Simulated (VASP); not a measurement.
Write the native input for VASP 6.6.1 that does the following.

- Task: relaxation of shape and atoms at fixed volume
- Functional: PBEsol
- Potentials or basis: VASP PAW PBE potentials, release 64 (Te)
- Cutoff: 600 eV
- k mesh: 9 × 9 × 6
- Occupations: gaussian, width 0.03 eV
- Spin: no spin polarisation
- Further INCAR settings: ALGO = Normal; EDIFF = 1e-07; IBRION = 2; EDIFFG = -0.01; NSW = 40; ISIF = 4

The structure of Te lies in POSCAR:

```
Te                                      
1.0
    4.3434488679      0.0000000000     -0.0000000000
   -2.1717244339      3.7615370597      0.0000000000
    0.0000000000      0.0000000000      6.0018039237
  Te            
     3
Direct
     0.2845285603111652    0.0000000000000000    0.3333333332999970
     0.0000000000000000    0.2845285603111652    0.6666666667000030
     0.7154714396888349    0.7154714396888349    1.0000000000000000
```

The cell isn't the ideal one: a relaxed cell with its volume scaled by 1.02.

These files were run (other wordings do the same):

INCAR

```
SYSTEM = Te
ALGO     = Normal         ! electronic algorithm
EDIFF    = 1E-7           ! SCF threshold, eV
EDIFFG   = -0.01          ! ionic threshold
ENCUT    = 600            ! plane-wave cutoff, eV
GGA      = PS             ! functional
IBRION   = 2              ! ionic algorithm
ISIF     = 4              ! what is computed and relaxed
ISMEAR   = 0              ! smearing method
LASPH    = .True.         ! aspherical terms in the spheres
LCHARG   = .False.        ! write CHGCAR
LREAL    = .False.        ! projectors in reciprocal space
LWAVE    = .False.        ! write WAVECAR
NELM     = 80             ! most SCF steps
NSW      = 40             ! ionic steps
PREC     = Accurate       ! precision mode
SIGMA    = 0.03           ! smearing width, eV
```

KPOINTS

```
k-points
0
Gamma
  9 9 6
  0 0 0
```

Potentials or basis: VASP PAW PBE potentials, release 64 (Te).

The run is started by

```sh
$ cat potpaw_PBE.64/Te/POTCAR > POTCAR
$ mpirun -np 1 vasp_std > vasp.out
```

Results of the run:

| Property | Result |
| --- | --- |
| Energy gained by relaxing | 0.8 meV/atom |
| Ionic steps | 4 |
| Pressure after relaxing | -0.6 GPa |
| Largest force after relaxing | 0.008 eV/Å |
| Band gap on the k mesh | 0.03 eV, direct |

Caveat: the PAW data sets were made with another functional, which shifts forces and pressure a little; spin-orbit coupling is left out, which moves the levels of the heavy elements; an odd mesh through Γ misses points on the zone boundary, where band edges often lie.

It took 3.2 min on 1 thread of Intel(R) Xeon(R) Platinum 8259CL CPU @ 2.50GHz (Skylake/Cascade Lake), on a shared host, peak memory 0.29 GiB.
